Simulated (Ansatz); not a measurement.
# HfO2: the cost of one run

Computed with Ansatz 0.2.0 (DFT PBE, scalar-relativistic, plane waves, PAW, unless a step's input says otherwise).

### Step 1. The structure to begin with

It takes space group P2_1/c (No. 14, monoclinic). Conventional cell: a = 5.118 Å, b = 5.186 Å, c = 5.284 Å, α = 90.00°, β = 99.35°, γ = 90.00°. Hf (site symmetry 1) has 7 O at 2.03 to 2.25 Å as nearest neighbours. O (site symmetry 1) has 4 Hf at 2.14 to 2.25 Å as nearest neighbours. Around O (site symmetry 1) lie 3 Hf at 2.03 to 2.12 Å.

As a file:

```
Hf O
1.0
     5.11800    0.00000    0.00000
     0.00000    5.18570    0.00000
    -0.85866    0.00000    5.21387
Hf O
4 8
Direct
  0.27550 0.03970 0.20800
  0.72450 0.53970 0.29200
  0.72450 0.96030 0.79200
  0.27550 0.46030 0.70800
  0.44870 0.75810 0.48010
  0.55130 0.25810 0.01990
  0.55130 0.24190 0.51990
  0.44870 0.74190 0.98010
  0.07420 0.33160 0.34670
  0.92580 0.83160 0.15330
  0.92580 0.66840 0.65330
  0.07420 0.16840 0.84670
```

The structure rests on an entry of the Crystallography Open Database; cell or positions may have been set otherwise for this series.

### Step 2. Relaxing cell and atoms: HfO2, no spin

Contents of input.yaml:

```yaml
crystal:
  lattice:
    - [5.118, 0.0, 0.0]
    - [0.0, 5.1857, 0.0]
    - [-0.8586630598, 0.0, 5.2138671406]
  atoms:
    - { symbol: Hf, position: [0.2755, 0.0397, 0.208] }
    - { symbol: Hf, position: [0.7245, 0.5397, 0.292] }
    - { symbol: Hf, position: [0.7245, 0.9603, 0.792] }
    - { symbol: Hf, position: [0.2755, 0.4603, 0.708] }
    - { symbol: O, position: [0.4487, 0.7581, 0.4801] }
    - { symbol: O, position: [0.5513, 0.2581, 0.0199] }
    - { symbol: O, position: [0.5513, 0.2419, 0.5199] }
    - { symbol: O, position: [0.4487, 0.7419, 0.9801] }
    - { symbol: O, position: [0.0742, 0.3316, 0.3467] }
    - { symbol: O, position: [0.9258, 0.8316, 0.1533] }
    - { symbol: O, position: [0.9258, 0.6684, 0.6533] }
    - { symbol: O, position: [0.0742, 0.1684, 0.8467] }
scf:
  occupations: { method: fixed }
output:
  forces: true
  stress: true
  eigenvalues: true
  write_density: true
  write_potential: true
  elf: true
  volumetric_format: npy
hamiltonian:
  xc: pbe
basis:
  ecutwfc: 600
kpoints:
  mp_grid: { grid: [4, 4, 4] }
relax:
  f_tol: 0.003
  max_steps: 80
  cell: { stress_tol: 0.05 }
```

On the command line:

```sh
$ ansatz run input.yaml --threads 6 --pin off --max-ram 16384MiB --backend cpu --events-out ev --progress --plain --runs-dir out
```

What time and memory should one allow on 6 threads of Intel Xeon 6975P-C (Granite Rapids), shared host?

About 37 s, with a peak of 1.3 GiB.
